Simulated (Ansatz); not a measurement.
The system is Bi.

```
CELL_PARAMETERS angstrom
-1.98143 1.98143 1.98143
1.98143 -1.98143 1.98143
1.98143 1.98143 -1.98143
ATOMIC_POSITIONS crystal
Bi 0.00000 0.00000 0.00000
```

This isn't the form of Bi at room conditions, which is rhombohedral.

Base run:

```yaml
Program: Ansatz 0.2.0
Functional: revPBE
Potentials_or_basis: Ansatz PAW
Cutoff: "420 eV (not typed: the program's choice for these potentials)"
k_mesh: 9 × 9 × 9
Occupations: fermi-dirac, width 0.05 eV
Spin: no spin polarisation
```

Its results: band gap on the k mesh none (metal or under the smearing width); pressure 1.9 GPa.

Question: The run is repeated on the same cell with these changes: functional from revPBE to RPBE. What comes out?

Answer: Band gap on the k mesh none (metal or under the smearing width); pressure 2.3 GPa.

Caveats: spin-orbit coupling is left out, which moves the levels of the heavy elements; the PAW data sets come from PBE, with cores solved anew for the run's functional, which leaves a small shift of forces and pressure.
